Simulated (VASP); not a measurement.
# Co (P6_3/mmc) in VASP: a series of runs

The runs below take Co through relaxation of cell and atoms, with RPBE, PBEsol.

Everything below comes from runs of VASP 6.6.1. Logs are shortened: lines on timing, memory, paths and dates and some standing lists are left out, and cuts for length are marked.

## Step 1: Starting point

Symmetry: P6_3/mmc, No. 194, hexagonal system. Conventional cell: a = 2.507 Å, b = 2.507 Å, c = 4.070 Å, α = 90.00°, β = 90.00°, γ = 120.00°. Co (site symmetry -6m2) has 12 Co at 2.50 to 2.51 Å as nearest neighbours.

## Step 2: Relaxation of cell and atoms, RPBE, collinear spin, ferromagnetic start

INCAR reads:

```
  ALGO = Fast
  EDIFF = 1E-7
  EDIFFG = -0.005
  ENCUT = 600
  GGA = RP
  IBRION = 2
  ISIF = 3
  ISMEAR = 0
  ISPIN = 2
  LASPH = True
  LCHARG = False
  LMAXMIX = 4
  LORBIT = 11
  LREAL = False
  LWAVE = False
  MAGMOM = 2 2
  NELM = 150
  NSW = 90
  PREC = Accurate
  SIGMA = 0.1
```

KPOINTS reads:

```
k-points
0
Gamma
  21 21 10
```

POSCAR reads:

```
Co
1.0
    2.5070000000      0.0000000000      0.0000000000
   -1.2535000000      2.1711256900      0.0000000000
    0.0000000000      0.0000000000      4.0700000000
Co
2
Direct
    0.3333333300      0.6666666700      0.2500000000
    0.6666666700      0.3333333300      0.7500000000
```

Potentials or basis: VASP PAW PBE potentials, release 64 (Co).

Run with:

```sh
$ cat potpaw_PBE.64/Co/POTCAR > POTCAR
$ mpirun -np 1 vasp_std > vasp.out
```

OUTCAR:

```text
EDIFF = 1E-7
   EDIFFG = -0.005
   ENCUT = 600
   GGA = RP
   IBRION = 2
   ISIF = 3
   ISMEAR = 0
   ISPIN = 2
   LASPH = True
   LORBIT = 11
   LREAL = False
   NELM = 150
   NSW = 90
   PREC = Accurate

 ion  position               nearest neighbor table
   1  0.333  0.667  0.250-   2 2.50   2 2.50   2 2.50   2 2.50   2 2.50   2 2.50
   2  0.667  0.333  0.750-   1 2.50   1 2.50   1 2.50   1 2.50   1 2.50   1 2.50

  LATTYP: Found a hexagonal cell.
 ALAT       =     2.5070000000
 C/A-ratio  =     1.6234543279

  Lattice vectors:

 A1 = (   2.5070000000,   0.0000000000,   0.0000000000)
 A2 = (  -1.2535000000,   2.1711256900,   0.0000000000)
 A3 = (   0.0000000000,   0.0000000000,   4.0700000000)

Analysis of symmetry for initial positions (statically):
=====================================================================
 Subroutine PRICEL returns:
 Original cell was already a primitive cell.

 Routine SETGRP: Setting up the symmetry group for a
 hexagonal supercell.

 Subroutine GETGRP returns: Found 24 space group operations
 (whereof 12 operations were pure point group operations)
 out of a pool of 24 trial point group operations.

The static configuration has the point symmetry D_3d.
 The point group associated with its full space group is D_6h.

Analysis of symmetry for dynamics (positions and initial velocities):
=====================================================================
 Subroutine PRICEL returns:
 Original cell was already a primitive cell.

 Routine SETGRP: Setting up the symmetry group for a
 hexagonal supercell.

 Subroutine GETGRP returns: Found 24 space group operations
 (whereof 12 operations were pure point group operations)
 out of a pool of 24 trial point group operations.

The dynamic configuration has the point symmetry D_3d.
 The point group associated with its full space group is D_6h.

Analysis of structural, dynamic, and magnetic symmetry:
=====================================================================
 Subroutine PRICEL returns:
 Original cell was already a primitive cell.

 Routine SETGRP: Setting up the symmetry group for a
 hexagonal supercell.

 Subroutine GETGRP returns: Found 24 space group operations
 (whereof 12 operations were pure point group operations)
 out of a pool of 24 trial point group operations.

The overall configuration has the point symmetry D_3d.
 The point group associated with its full space group is D_6h.

 Subroutine INISYM returns: Found 24 space group operations
 (whereof 12 operations are pure point group operations),
 and found     1 'primitive' translations

----------------------------------------------------------------------------------------

                                     Primitive cell

  volume of cell :      22.1531

  direct lattice vectors                    reciprocal lattice vectors
     2.507000000  0.000000000  0.000000000     0.398883127  0.230295281  0.000000000
    -1.253500000  2.171125690  0.000000000     0.000000000  0.460590561  0.000000000
     0.000000000  0.000000000  4.070000000     0.000000000  0.000000000  0.245700246

  length of vectors
     2.507000000  2.507000002  4.070000000     0.460590562  0.460590561  0.245700246

  position of ions in fractional coordinates (direct lattice)
     0.333333330  0.666666670  0.250000000
     0.666666670  0.333333330  0.750000000

  ion indices of the primitive-cell ions
   primitive index   ion index
                 1           1
                 2           2

----------------------------------------------------------------------------------------

 KPOINTS: k-points

Automatic generation of k-mesh.
 Grid dimensions read from file:
 generate k-points for:   21   21   10

 Generating k-lattice:

  Cartesian coordinates                     Fractional coordinates (reciprocal lattice)
     0.018994435  0.010966442  0.000000000     0.047619048  0.000000000  0.000000000
     0.000000000  0.021932884  0.000000000     0.000000000  0.047619048  0.000000000
     0.000000000  0.000000000  0.024570025     0.000000000  0.000000000  0.100000000

  Length of vectors
     0.021932884  0.021932884  0.024570025

  Shift w.r.t. Gamma in fractional coordinates (k-lattice)
     0.000000000  0.000000000  0.000000000

 Subroutine IBZKPT returns following result:
 ===========================================

 Found    288 irreducible k-points:

 Following reciprocal coordinates:
            Coordinates               Weight
  0.000000  0.000000  0.000000      1.000000
  0.047619  0.000000  0.000000      6.000000
  0.095238  0.000000  0.000000      6.000000
  0.142857  0.000000  0.000000      6.000000
  0.190476  0.000000  0.000000      6.000000
  0.238095  0.000000  0.000000      6.000000
[... 16 lines left out ...]
  0.142857  0.095238  0.000000     12.000000
  0.190476  0.095238  0.000000     12.000000
 [... further k-points ...]
   k-points           NKPTS =    288   k-points in BZ     NKDIM =    288   number of bands    NBANDS=     15
   number of dos      NEDOS =    301   number of ions     NIONS =      2
   total plane-waves  NPLWV =  14400
   dimension x,y,z NGX =    20 NGY =   20 NGZ =   36
   dimension x,y,z NGXF=    40 NGYF=   40 NGZF=   72
   ions per type =               2
   NGX,Y,Z   is equivalent  to a cutoff of  13.26, 13.26, 14.70 a.u.
   NGXF,Y,Z  is equivalent  to a cutoff of  26.53, 26.53, 29.41 a.u.
 SYSTEM =  unknown system
   PREC   = accura    normal or accurate (medium, high low for compatibility)
   ISTART =      0    job   : 0-new  1-cont  2-samecut
   ICHARG =      2    charge: 1-file 2-atom 10-const
   ISPIN  =      2    spin polarized calculation?
   LNONCOLLINEAR =      F non collinear calculations
   LSORBIT =      F    spin-orbit coupling
   LASPH  =      T    aspherical Exc in radial PAW
   ENCUT  =  600.0 eV  44.10 Ry    6.64 a.u.   5.01  5.01  8.13*2*pi/ulx,y,z
   NELM   =    150;   NELMIN=  2; NELMDL= -5     # of ELM steps
   EDIFF  = 0.1E-06   stopping-criterion for ELM
   LREAL  =      F    real-space projection
   EDIFFG = -.5E-02   stopping-criterion for IOM
   NSW    =     90    number of steps for IOM
   IBRION =      2    ionic relax: 0-MD 1-quasi-New 2-CG
   NFREE  =      1    steps in history (QN), initial steepest desc. (CG)
   ISIF   =      3    stress and relaxation
   ISYM   =      2    0-nonsym 1-usesym 2-fastsym
   POTIM  = 0.5000    time-step for ionic-motion
   TEBEG  =    0.0;   TEEND  =   0.0 temperature during run
   PSTRESS=    0.0 pullay stress
   NELECT =      18.0000    total number of electrons
   NUPDOWN=      -1.0000    fix difference up-down
   EMIN   =  10.00;   EMAX   =-10.00  energy-range for DOS
   EFERMI =   0.00;   METHOD = LEGACY
   ISMEAR =     0;   SIGMA  =   0.10  broadening in eV -4-tet -1-fermi 0-gaus
   EFERMI_NEDOS =   21; number of points for ismear=-14 and -15
   IALGO  =     68    algorithm
   IMIX   =      4    mixing-type and parameters
     AMIX     =   0.40;   BMIX     =  1.00
     AMIX_MAG =   1.60;   BMIX_MAG =  1.00
  volume/ion in A,a.u.               =      11.08        74.75
  Fermi-wavevector in a.u.,A,eV,Ry     =   1.527640  2.886822 31.751709  2.333685
  Thomas-Fermi vector in A             =   2.635509
   LORBIT       =     11    0 simple, 1 ext, 2 COOP (PROOUT), +10 PAW based schemes
   GGA     = RP    functional components
   LHFCALC =     F    Hartree Fock is set to
   AEXX    =    0.0000 exact exchange contribution
   IVDW    =     0    specifies the selected vdW correction
   LEPSILON=     F    determine dielectric tensor
   LRPA    =     F    only Hartree local field effects (RPA)
 conjugate gradient relaxation of ions
 spin polarized calculation
 RMM-DIIS sequential band-by-band and
 Gauss-broadening in eV      SIGMA  =   0.10
  energy-cutoff  :      600.00
  volume of cell :       22.15
 maximum number of plane-waves:       768
 NGX is ok and might be reduce to    20
   NGX =  9   NGY =  9   NGZ = 17

--------------------------------------- Ionic step        1  -------------------------------------------

 number of electron      17.9999999 magnetization       3.2738076

 Free energy of the ion-electron system (eV)
  ---------------------------------------------------
  ext. energy  EPLUGINS =         0.00000000
  ---------------------------------------------------
  free energy    TOTEN  =       -13.03216572 eV

  energy without entropy =      -13.02334145  energy(sigma->0) =      -13.02775358

------------------------ aborting loop because EDIFF is reached ----------------------------------------

  FORCE on cell =-STRESS in cart. coord.  units (eV):
  Direction    XX          YY          ZZ          XY          YZ          ZX
  --------------------------------------------------------------------------------------
  -------------------------------------------------------------------------------------
  Total        0.2237798      0.2237798      0.0581895      0.0000000      0.0000000      0.0000000
  in kB       16.1844397     16.1844397      4.2084421      0.0000000      0.0000000      0.0000000
  external PRESSURE =      12.1924405 kB  Pullay stress =       0.0000000 kB
[... 23 lines left out ...]
--------------------------------------- Ionic step        2  -------------------------------------------

 number of electron      17.9999999 magnetization       3.2905202

 E-fermi :   9.9408     XC(G=0): -13.0993

 val. band max:        9.9405961439   @ k =   0.2381   0.0000   0.0000
 cond. band min:       9.9592109689   @ k =   0.2857   0.0000   0.4000
 fundamental gap:      0.0186148250
 Fermi energy:         9.9407873680

 spin component 1

 k-point     1 :       0.0000    0.0000    0.0000
  band No.  band energies     occupation
      1       1.2566      1.00000
      2       4.9510      1.00000
      3       7.3331      1.00000
      4       7.3524      1.00000
      5       7.3524      1.00000
      6       7.6446      1.00000
      7       7.6446      1.00000
      8       7.9648      1.00000
      9       7.9648      1.00000
     10       9.0018      1.00000
     11       9.0018      1.00000
     12       9.9080      0.67846
[... 960 lines left out ...]
--------------------------------------- Ionic step        5  -------------------------------------------

 number of electron      17.9999998 magnetization       3.2823549

 Free energy of the ion-electron system (eV)
  ---------------------------------------------------
  ext. energy  EPLUGINS =         0.00000000
  ---------------------------------------------------
  free energy    TOTEN  =       -13.03288282 eV

  energy without entropy =      -13.02425865  energy(sigma->0) =      -13.02857073

 E-fermi :  10.0210     XC(G=0): -13.1341

 val. band max:       10.0173820455   @ k =   0.2381   0.0000   0.0000
 cond. band min:      10.0353115760   @ k =   0.2381   0.1905   0.2000
 fundamental gap:      0.0179295304
 Fermi energy:        10.0209776503

 spin component 1

 k-point     1 :       0.0000    0.0000    0.0000
  band No.  band energies     occupation
      1       1.3030      1.00000
      2       5.0063      1.00000
      3       7.4086      1.00000
      4       7.4268      1.00000
      5       7.4268      1.00000
      6       7.7222      1.00000
      7       7.7222      1.00000
      8       8.0449      1.00000
      9       8.0449      1.00000
     10       9.0925      1.00000
     11       9.0925      1.00000
     12       9.9880      0.67959
[... 882 lines left out ...]
  FREE ENERGIE OF THE ION-ELECTRON SYSTEM (eV)
  ---------------------------------------------------
  free  energy   TOTEN  =       -13.0328828180 eV

  energy  without entropy=      -13.0242586517  energy(sigma->0) =      -13.02857073

 reached required accuracy - stopping structural energy minimisation

 total charge

# of ion       s       p       d       tot
------------------------------------------
    1        0.480   0.501   7.242   8.222
    2        0.480   0.501   7.242   8.222
--------------------------------------------------
tot          0.959   1.001  14.484  16.445

 magnetization (x)

# of ion       s       p       d       tot
------------------------------------------
    1       -0.016  -0.059   1.746   1.671
    2       -0.016  -0.059   1.746   1.671
--------------------------------------------------
tot         -0.031  -0.118   3.491   3.342
```

Run time: 4.7 min. Hardware: 1 thread of Intel Xeon 6975P-C (Granite Rapids), shared host; peak memory 0.3 GiB.

What came out:

```yaml
Free_energy: -13.0329 eV
Relaxed_volume: 11.15 Å³/atom
Relaxed_cell: a = 2.516 Å, b = 2.516 Å, c = 4.067 Å, α = 90.00°, β = 90.00°, γ = 120.00°
Space_group_after_relaxing_to_0.05_Å: P6_3/mmc (No. 194)
Energy_gained_by_relaxing: 0.4 meV/atom
Ionic_steps: 5
Pressure_after_relaxing: 0.0 GPa
Band_gap_on_the_k_mesh: none (metal or under the smearing width)
Net_moment: 3.28 μB per cell
Site_moments: Co +1.67 μB
Valence_electrons_inside_the_program's_atomic_spheres: Co 8.22
```

The path:
```
step  energy change (eV)  largest force (eV/Å)  pressure (GPa)  volume (Å³)
   1              0.0000                0.0000            1.22        22.15
   2             -0.0002                0.0000           -1.17        22.42
   3             -0.0006                0.0000           -0.08        22.30
   4             -0.0006                0.0000           -0.12        22.30
   5             -0.0007                0.0000           -0.02        22.29
```

Final structure:
```xyz
2
Lattice="2.5158 0.0000 0.0000 -1.2579 2.1787 0.0000 0.0000 0.0000 4.0669" Properties=species:S:1:pos:R:3 pbc="T T T"
Co    0.0000    1.4525    1.0167
Co    1.2579    0.7262    3.0502
```

Caveat: the PAW data sets were made with another functional, which shifts forces and pressure a little.

(Continued in part 2 of 2.)
